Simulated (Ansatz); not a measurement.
Calculated 69Ga nuclear quadrupole resonance for GaS

Cell: an entry of the Crystallography Open Database (COD), its atoms then relaxed with PBE in this cell.

Space group P6_3/mmc (No. 194); a = 3.5850, c = 15.5000 Å, γ = 120.00°.

| site | Wyckoff | site symmetry | x | y | z |
| --- | --- | --- | --- | --- | --- |
| Ga | 4f | 3m. | 0.3333 | 0.6667 | 0.1710 |
| S | 4f | 3m. | 0.3333 | 0.6667 | 0.6008 |

One atom of each set is listed.

The numbers come from a DFT calculation in Ansatz (PBE, plane waves and PAW, with spin–orbit coupling, 420 eV cutoff, Γ-centred 14×14×3 k-points, Fermi–Dirac smearing 0.02 eV).

69Ga: I = 3/2, Q = 171.0 mb (year-2017 value). Static lattice, zero field.

**Question.** Predict the zero-field 69Ga lines of each site.

**Answer.** For I = 3/2 there is one line, ν = (|C_Q|/2)(1 + η²/3)^½.

```csv
site,atoms,V_zz (10²¹ V/m²),C_Q (MHz),η,line frequencies (MHz)
Ga,4,-7.80,-32.3,0.00,16.1
```

**Question.** And for 71Ga (I = 3/2, Q = 107.0 mb) on Ga?

**Answer.** C_Q scales with Q to -20.2 MHz, with lines at 10.1 MHz.

An axis of threefold or higher order runs through Ga, so V_zz lies along it and η is zero.
